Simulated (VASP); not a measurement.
# AlN (P6_3mc) in VASP: a series of runs

Runs on AlN. Level: PBE. Tasks: G0W0 quasiparticle levels.

All numbers are computed with VASP 6.6.1; they aren't measurements. Logs are shortened: lines on timing, memory, paths and dates and some standing lists are left out, and cuts for length are marked.

**1. Starting point**

Symmetry: P6_3mc, No. 186, hexagonal system. The conventional cell has a = 3.113 Å, b = 3.113 Å, c = 4.981 Å, α = 90.00°, β = 90.00°, γ = 120.00°. Around Al (site symmetry 3m) lie 4 N at 1.89 Å. Around N (site symmetry 3m) lie 4 Al at 1.89 Å.

**2. G0W0 quasiparticle levels, PBE**

POSCAR

```
AlN
1.0
    3.1130000000      0.0000000000      0.0000000000
   -1.5565000000      2.6959370820      0.0000000000
    0.0000000000      0.0000000000      4.9810000000
Al N
2 2
Direct
    0.6666666667      0.3333333333      0.5000000000
    0.3333333333      0.6666666667      0.0000000000
    0.6666666667      0.3333333333      0.8800000000
    0.3333333333      0.6666666667      0.3800000000
```

INCAR.step1

```
SYSTEM = AlN
PREC = Accurate
ENCUT = 450
EDIFF = 1E-8
ISMEAR = 0
SIGMA = 0.01
LREAL = .False.
LASPH = .True.
NELM = 100
ALGO = Normal
LWAVE = .True.
LCHARG = .False.
GGA = PE
```

INCAR.step2

```
SYSTEM = AlN
PREC = Accurate
ENCUT = 450
EDIFF = 1E-8
ISMEAR = 0
SIGMA = 0.01
LREAL = .False.
LASPH = .True.
NELM = 1
ALGO = Exact
LWAVE = .True.
LCHARG = .False.
GGA = PE
NBANDS = 33
LOPTICS = .True.
ISTART = 1
```

INCAR.step3

```
SYSTEM = AlN
PREC = Accurate
ENCUT = 450
EDIFF = 1E-8
ISMEAR = 0
SIGMA = 0.01
LREAL = .False.
LASPH = .True.
ALGO = EVGW0
LWAVE = .False.
LCHARG = .False.
GGA = PE
NELMGW = 1
NBANDS = 33
ENCUTGW = 100
NOMEGA = 48
PRECFOCK = Fast
ISTART = 1
NBANDSGW = 16
```

KPOINTS

```
Automatic mesh
0
Gamma
  4 4 2
  0 0 0
```

Potentials or basis: VASP PAW PBE potentials, release 64 (Al_GW, N_GW).

Started as:

```
$ cat potpaw_PBE.64/Al_GW/POTCAR potpaw_PBE.64/N_GW/POTCAR > POTCAR
$ cp INCAR.step1 INCAR
$ mpirun -np 1 vasp_std > vasp.out
$ cp INCAR.step2 INCAR
$ mpirun -np 1 vasp_std > vasp.out
$ cp INCAR.step3 INCAR
$ mpirun -np 1 vasp_std > vasp.out
```

OUTCAR:

```text
SYSTEM = AlN
   PREC = Accurate
   ENCUT = 450
   EDIFF = 1E-8
   ISMEAR = 0
   LREAL = .False.
   LASPH = .True.
   GGA = PE
   NELMGW = 1
   ENCUTGW = 100
   PRECFOCK = Fast
   ISTART = 1

 Found      8 irreducible k-points:

 Following reciprocal coordinates:
            Coordinates               Weight
  0.000000  0.000000  0.000000      1.000000
  0.250000  0.000000  0.000000      6.000000
  0.500000  0.000000  0.000000      3.000000
  0.250000  0.250000  0.000000      6.000000
  0.000000  0.000000  0.500000      1.000000
  0.250000  0.000000  0.500000      6.000000
   k-points           NKPTS =      8   k-points in BZ     NKDIM =     32   number of bands    NBANDS=     33
   number of dos      NEDOS =    301   number of ions     NIONS =      4
   total plane-waves  NPLWV =  20736
   dimension x,y,z NGX =    24 NGY =   24 NGZ =   36
   dimension x,y,z NGXF=    48 NGYF=   48 NGZF=   72
   ions per type =               2   2
   NGX,Y,Z   is equivalent  to a cutoff of  12.82, 12.82, 12.02 a.u.
   NGXF,Y,Z  is equivalent  to a cutoff of  25.63, 25.63, 24.03 a.u.
 SYSTEM =  AlN
   PREC   = accura    normal or accurate (medium, high low for compatibility)
   ISTART =      1    job   : 0-new  1-cont  2-samecut
   ICHARG =      0    charge: 1-file 2-atom 10-const
   ISPIN  =      1    spin polarized calculation?
   LNONCOLLINEAR =      F non collinear calculations
   LSORBIT =      F    spin-orbit coupling
   LASPH  =      T    aspherical Exc in radial PAW
   ENCUT  =  450.0 eV  33.07 Ry    5.75 a.u.   5.38  5.38  8.62*2*pi/ulx,y,z
   NELM   =     60;   NELMIN=  2; NELMDL=  0     # of ELM steps
   EDIFF  = 0.1E-07   stopping-criterion for ELM
   LREAL  =      F    real-space projection
   EDIFFG = 0.1E-06   stopping-criterion for IOM
   NSW    =      0    number of steps for IOM
   IBRION =     -1    ionic relax: 0-MD 1-quasi-New 2-CG
   NFREE  =      0    steps in history (QN), initial steepest desc. (CG)
   ISIF   =      0    stress and relaxation
   ISYM   =      3    0-nonsym 1-usesym 2-fastsym
   POTIM  = 0.5000    time-step for ionic-motion
   TEBEG  =    0.0;   TEEND  =   0.0 temperature during run
   PSTRESS=    0.0 pullay stress
   NELECT =      16.0000    total number of electrons
   NUPDOWN=      -1.0000    fix difference up-down
   EMIN   =  10.00;   EMAX   =-10.00  energy-range for DOS
   EFERMI =   0.00;   METHOD = LEGACY
   ISMEAR =     0;   SIGMA  =   0.01  broadening in eV -4-tet -1-fermi 0-gaus
   EFERMI_NEDOS =   21; number of points for ismear=-14 and -15
   IALGO  =     38    algorithm
   IMIX   =      4    mixing-type and parameters
     AMIX     =   0.40;   BMIX     =  1.00
     AMIX_MAG =   1.60;   BMIX_MAG =  1.00
  volume/ion in A,a.u.               =      10.45        70.52
  Fermi-wavevector in a.u.,A,eV,Ry     =   1.188629  2.246183 19.222843  1.412839
  Thomas-Fermi vector in A             =   2.324754
   LORBIT       =      0    0 simple, 1 ext, 2 COOP (PROOUT), +10 PAW based schemes
   GGA     = PE    functional components
   LHFCALC =     T    Hartree Fock is set to
   PRECFOCK=fast      Normal, Fast or Accurate (Low or Medium for compatibility)
   ENCUT4O =  -1.0   cutoff for four orbital integrals eV
   NKREDX  =     1    reduce k-point grid by
   NKREDY  =     1    reduce k-point grid by
   NKREDZ  =     1    reduce k-point grid by
   AEXX    =    1.0000 exact exchange contribution
   HFSCREEN=    0.0000 screening length (either q_TF or 0.3 A-1)
   HFSCREENC=   0.0000 screening length for correlation (either q_TF or 0.3 A-1)
   ENCUTFOCK=  -1.0 apply spherical cutoff to Coloumb kernel
   IVDW    =     0    specifies the selected vdW correction
   LEPSILON=     F    determine dielectric tensor
   LRPA    =     F    only Hartree local field effects (RPA)
   LRPAFORCE           =     F    calculate RPA forces
   ENCUTGW             = 100.0    cutoff for response function in eV
   ENCUTGWSOFT         =  80.0    soft cutoff for Coulomb kernel in GW response function in eV
   ENCUTLF             =  -1.0    cutoff for local field effects
   NELMGW              =     1    number of iterations in solving QP/BSE equation
   NELMHF              =     1    number of iterations in the inner HF iteration
   NKREDLFX            =     1    NKREDLFY  =   1   NKREDLFZ  =   1
 non-spin polarized calculation
 Gauss-broadening in eV      SIGMA  =   0.01
  energy-cutoff  :      450.00
  volume of cell :       41.80
 maximum number of plane-waves:       929
 NGX is ok and might be reduce to    24
  NGX = 12; NGY = 12; NGZ = 20
   NGX = 11   NGY = 11   NGZ = 17
 maximum number of plane-waves:       116

 QP shifts <psi_nk| G(iteration)W_0 |psi_nk>: iteration 1
 for sc-GW calculations column KS-energies equals QP-energies in previous step
 and V_xc(KS)=  KS-energies - (<T + V_ion + V_H > + <T+V_H+V_ion>^1  + <V_x>^1)

 k-point   1 :       0.0000    0.0000    0.0000
  band No.  KS-energies  QP-energies   sigma(KS)   V_xc(KS)     V^pw_x(r,r')   Z            occupation Imag(sigma)

      1     -10.0526     -11.2114     -16.4049     -14.7939     -24.7730       0.7193       2.0000       1.4899
      2      -7.9020      -8.9149     -17.7513     -16.3507     -25.8678       0.7232       2.0000       1.1797
      3      -0.8693      -1.7563     -13.8556     -12.6483     -18.5219       0.7347       2.0000       0.2729
      4       4.2833       3.9664     -16.7083     -16.3014     -20.6605       0.7790       2.0000       0.1309
      5       4.2833       3.9664     -16.7083     -16.3014     -20.6605       0.7790       2.0000       0.1309
      6       4.9390       4.7412     -17.0218     -16.7690     -20.8715       0.7826       2.0000       0.1237
[... 8 lines left out ...]
     15      18.2582      19.9897      -8.3321     -10.4989      -4.0029       0.7991       0.0000      -0.1839
     16      18.2582      19.9897      -8.3321     -10.4989      -4.0029       0.7991       0.0000      -0.1839

 k-point   2 :       0.2500    0.0000    0.0000
  band No.  KS-energies  QP-energies   sigma(KS)   V_xc(KS)     V^pw_x(r,r')   Z            occupation Imag(sigma)

      1      -9.3053     -10.4129     -16.7305     -15.2092     -25.0043       0.7281       2.0000       1.3849
      2      -7.5346      -8.5226     -18.0107     -16.6510     -26.0867       0.7266       2.0000       1.1244
      3       0.0445      -0.7859     -14.1544     -13.0413     -18.5810       0.7460       2.0000       0.2257
      4       1.6872       1.0036     -15.0087     -14.1117     -19.1157       0.7620       2.0000       0.1700
      5       2.6837       2.1503     -15.7277     -15.0361     -19.6973       0.7714       2.0000       0.1493
      6       3.5754       3.1256     -16.2100     -15.6302     -20.2085       0.7758       2.0000       0.1396
[... 8 lines left out ...]
     15      17.2383      19.0408      -9.5962     -11.8950      -5.2106       0.7841       0.0000      -0.1824
     16      18.4029      20.0655      -8.6362     -10.7360      -4.1496       0.7918       0.0000      -0.2343

 k-point   3 :       0.5000    0.0000    0.0000
  band No.  KS-energies  QP-energies   sigma(KS)   V_xc(KS)     V^pw_x(r,r')   Z            occupation Imag(sigma)

      1      -8.0894      -9.1117     -17.6093     -16.1990     -25.7437       0.7248       2.0000       1.2057
      2      -7.3936      -8.3686     -18.0572     -16.7088     -26.1003       0.7230       2.0000       1.0977
      3      -0.3112      -1.1791     -14.1625     -12.9945     -18.6846       0.7430       2.0000       0.2377
      4       0.9782       0.2308     -14.9312     -13.9408     -19.2653       0.7546       2.0000       0.1925
      5       1.7785       1.1107     -15.0955     -14.2173     -19.2587       0.7604       2.0000       0.1738
      6       3.0526       2.5169     -15.9490     -15.2550     -20.0218       0.7719       2.0000       0.1474
[... 8 lines left out ...]
     15      17.9670      19.7883     -10.0113     -12.3481      -5.5996       0.7794       0.0000      -0.2143
     16      20.2796      21.7762      -8.1635     -10.1072      -3.0579       0.7700       0.0000      -0.3310

 k-point   4 :       0.2500    0.2500    0.0000
  band No.  KS-energies  QP-energies   sigma(KS)   V_xc(KS)     V^pw_x(r,r')   Z            occupation Imag(sigma)

      1      -8.1849      -9.2058     -17.4586     -16.0420     -25.5925       0.7207       2.0000       1.2113
      2      -7.3123      -8.2798     -18.1984     -16.8668     -26.2558       0.7266       2.0000       1.0921
      3       0.5316      -0.2883     -14.4376     -13.3502     -18.7335       0.7541       2.0000       0.2009
      4       1.0560       0.3173     -14.7814     -13.8042     -19.0542       0.7560       2.0000       0.1896
      5       1.5905       0.8970     -14.8310     -13.9199     -18.9565       0.7611       2.0000       0.1762
      6       2.2857       1.6889     -15.3759     -14.5982     -19.4207       0.7674       2.0000       0.1578
[... 8 lines left out ...]
     15      17.3152      19.1703      -9.9216     -12.2890      -5.5447       0.7836       0.0000      -0.1908
     16      19.7661      21.4665      -9.3067     -11.5003      -4.3479       0.7751       0.0000      -0.3369

 k-point   5 :       0.0000    0.0000    0.5000
  band No.  KS-energies  QP-energies   sigma(KS)   V_xc(KS)     V^pw_x(r,r')   Z            occupation Imag(sigma)

      1      -9.1639     -10.2595     -16.7930     -15.2813     -25.0428       0.7248       2.0000       1.3555
      2      -9.1639     -10.2595     -16.7930     -15.2813     -25.0428       0.7248       2.0000       1.3555
      3       1.7956       1.1586     -15.2566     -14.4203     -19.3667       0.7617       2.0000       0.1695
      4       1.7956       1.1586     -15.2566     -14.4203     -19.3667       0.7617       2.0000       0.1695
      5       4.6024       4.3397     -16.8614     -16.5252     -20.7670       0.7814       2.0000       0.1276
      6       4.6024       4.3397     -16.8614     -16.5252     -20.7670       0.7814       2.0000       0.1276
[... 8 lines left out ...]
     15      16.5785      18.1270      -7.9931      -9.9115      -3.9046       0.8072       0.0000      -0.1454
     16      16.5785      18.1270      -7.9931      -9.9115      -3.9046       0.8072       0.0000      -0.1454

 k-point   6 :       0.2500    0.0000    0.5000
  band No.  KS-energies  QP-energies   sigma(KS)   V_xc(KS)     V^pw_x(r,r')   Z            occupation Imag(sigma)

      1      -8.5355      -9.5811     -17.1710     -15.7180     -25.3377       0.7196       2.0000       1.2601
      2      -8.5355      -9.5811     -17.1710     -15.7180     -25.3377       0.7196       2.0000       1.2601
      3       1.1102       0.4031     -15.0704     -14.1369     -19.3442       0.7575       2.0000       0.1869
      4       1.1102       0.4031     -15.0704     -14.1369     -19.3442       0.7575       2.0000       0.1869
      5       3.5350       3.0847     -15.9445     -15.3639     -19.8480       0.7756       2.0000       0.1391
      6       3.5350       3.0847     -15.9445     -15.3639     -19.8480       0.7756       2.0000       0.1391
[... 8 lines left out ...]
     15      17.9214      19.5933      -8.6734     -10.7816      -4.2709       0.7930       0.0000      -0.2071
     16      17.9214      19.5933      -8.6734     -10.7816      -4.2709       0.7930       0.0000      -0.2071

 [... further k-points ...]
```

Run time: 34 s. Hardware: 1 thread of Intel Xeon Platinum 8488C (Sapphire Rapids), shared host; peak memory 0.32 GiB.

The run converged, but some of its settings lie outside the range that counts as converged, so its numbers aren't taken as properties of the crystal.

What came out:

```yaml
Band_gap_on_the_k_mesh_mean-field_level: 4.21 eV, direct
Quasiparticle_gap: 5.61 eV
Least_direct_quasiparticle_gap: 5.61 eV
```

Caveat: the k mesh is coarse (spacing up to 0.63 Å⁻¹), so the values aren't converged; bands, screening cutoff and mesh are small and nothing is extrapolated, so the quasiparticle values aren't converged.

(Part 1 of 4 ends here.)
